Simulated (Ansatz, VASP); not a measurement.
# TiAl, level by level in two programs

```xyz
2
Lattice="3.1791 0.0000 0.0000 0.0000 3.1791 0.0000 0.0000 0.0000 3.1791" Properties=species:S:1:pos:R:3 pbc="T T T"
Ti    0.0000    0.0000    0.0000
Al    1.5895    1.5895    1.5895
```

The cell comes from a database or a generator and needn't be the stable form of this composition.

Single points on this cell with VASP 6.6.1 and Ansatz 0.2.0. Each row is one pair of runs. Alike in all rows: spin: off; k mesh: 8 × 8 × 8; VASP's potentials, cutoff: VASP PAW PBE potentials, release 64 (Ti_sv, Al), 520 eV; Ansatz's potentials, cutoff: Ansatz PAW, 420 eV.

| level | smearing | gap on the k mesh at the Fermi level (eV), VASP | gap on the k mesh at the Fermi level (eV), Ansatz | pressure (GPa), VASP | pressure (GPa), Ansatz |
| --- | --- | --- | --- | --- | --- |
| PBE | gaussian, width 0.017 eV | none | none | 0.6 | 0.7 |
| PBE | gaussian, width 0.019 eV | none | none | 0.7 | 0.7 |
| PBE | gaussian, width 0.02 eV | none | none | 0.7 | 0.7 |
| PBE | gaussian, width 0.021 eV | none | none | 0.7 | 0.7 |
| PBE | gaussian, width 0.022 eV | none | none | 0.7 | 0.7 |
| PBE | gaussian, width 0.023 eV | none | none | 0.7 | 0.7 |
| PBE | gaussian, width 0.024 eV | none | none | 0.7 | 0.7 |
| PBE | gaussian, width 0.025 eV | none | none | 0.7 | 0.7 |

Pressure (GPa): the two programs differ by at most 0.04.

A gap of «none» marks a metal or a gap that the smearing closes.
